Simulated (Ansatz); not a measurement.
## SrO under changes of volume

One of the cells (16.901 Å³/atom); the others are scaled copies at fixed shape and fractional positions:

```xyz
2
Lattice="0.0000 2.5663 2.5663 2.5663 0.0000 2.5663 2.5663 2.5663 0.0000" Properties=species:S:1:pos:R:3 pbc="T T T"
Sr    2.5663    2.5663    2.5663
O     0.0000    0.0000    0.0000
```

```yaml
Program: Ansatz 0.2.0
Functional: r2SCAN
Dispersion: rVV10
Potentials_or_basis: Ansatz PAW
Cutoff: "500 eV (not typed: the program's choice for these potentials)"
k_mesh: 9 × 9 × 9
Occupations: fermi-dirac, width 0.05 eV
Spin: no spin polarisation
```

| volume (Å³/atom) | energy over the lowest point (meV/atom) | pressure (GPa) | gap on the mesh (eV) |
| --- | --- | --- | --- |
| 15.887 | 23.84 | 7.5 | 3.77 |
| 16.225 | 10.88 | 4.9 | 3.78 |
| 16.563 | ? | ? | ? |
| 16.901 | 0.00 | 0.4 | 3.80 |
| 17.239 | 1.07 | -1.4 | 3.81 |
| 17.577 | 5.87 | -3.1 | 3.82 |
| 17.915 | 14.03 | -4.6 | 3.82 |

**Question.** What does the run at 16.563 Å³/atom give?

**Answer.** Energy over the lowest point 3.11 meV/atom; pressure 2.5 GPa; gap on the mesh 3.80 eV.

Worked out: A Birch-Murnaghan fit of order 3 (a polynomial in V^(-2/3)) to the other rows has its minimum at 16.98 Å³/atom with B0 = V·E''(V) = 97 GPa and B' = 4.5. It gives 3.11 meV/atom at 16.563 Å³/atom, against the run's 3.11, and -dE/dV = 2.5 GPa, against 2.5. A straight line through the other rows of the gap, of slope 0.447 eV per unit of ln V, gives 3.79 eV, against the run's 3.80.

Energies are extrapolated to zero smearing.

Caveats: odd divisions of the mesh miss points on the zone boundary, where band edges often lie, so the gap on the mesh can be too wide; the PAW data sets come from PBE, with cores solved anew for the run's functional, which leaves a small shift of forces and pressure.

A mesh can miss the band edges. Spin-orbit coupling on Sr is left out.
